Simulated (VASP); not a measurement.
Write the native input for VASP 6.6.1 that does the following.

```
Task                   : relaxation of cell and atoms
Functional             : LDA
Potentials or basis    : VASP PAW LDA potentials, release 64 (Zn, S)
Cutoff                 : 600 eV
k mesh                 : 8 × 8 × 3
Occupations            : fermi-dirac, width 0.05 eV
Spin                   : no spin polarisation
Further INCAR settings : ALGO = Normal; EDIFF = 1e-06; IBRION = 2; EDIFFG = -0.01; NSW = 40; ISIF = 3
```

The structure of ZnS (Wurtzite-4H) lies in POSCAR:

```
ZnS
1.0
    3.8227000000      0.0000000000      0.0000000000
   -1.9113500000      3.3105553110      0.0000000000
    0.0000000000      0.0000000000     12.5200000000
Zn S
4 4
Direct
    0.6666666667      0.3333333333      0.7500000000
    0.3333333333      0.6666666667      0.2500000000
    0.0000000000      0.0000000000      0.5000000000
    0.0000000000      0.0000000000      0.0000000000
    0.6666666667      0.3333333333      0.9375000000
    0.3333333333      0.6666666667      0.4375000000
    0.0000000000      0.0000000000      0.6875000000
    0.0000000000      0.0000000000      0.1875000000
```

These files were run (other wordings do the same):

INCAR

```
PREC = Accurate
ENCUT = 600
EDIFF = 1E-6
ISMEAR = -1
SIGMA = 0.05
LREAL = F
LASPH = T
NELM = 80
ALGO = Normal
ISIF = 3
LWAVE = F
LCHARG = F
IBRION = 2
NSW = 40
EDIFFG = -0.01
```

KPOINTS

```
regular mesh
0
Gamma
  8 8 3
```

Potentials or basis: VASP PAW LDA potentials, release 64 (Zn, S).

Command:

```bash
$ cat potpaw_LDA.64/Zn/POTCAR potpaw_LDA.64/S/POTCAR > POTCAR
$ mpirun -np 1 vasp_std > vasp.out
```

It gave:

The relaxed volume is 18.62 Å³/atom and the relaxed cell is a = 3.745 Å, b = 3.745 Å, c = 12.266 Å, α = 90.00°, β = 90.00°, γ = 120.00°. The space group after relaxing (to 0.05 Å) is P6_3mc (No. 186), the energy gained by relaxing is 17.8 meV/atom and the ionic steps are 7. The pressure after relaxing is 0.0 GPa. The largest force after relaxing is 0.007 eV/Å and the band gap on the k mesh is 2.18 eV, direct.

It took 19 min on 1 thread of AMD EPYC 7571, on a shared host, peak memory 0.29 GiB.
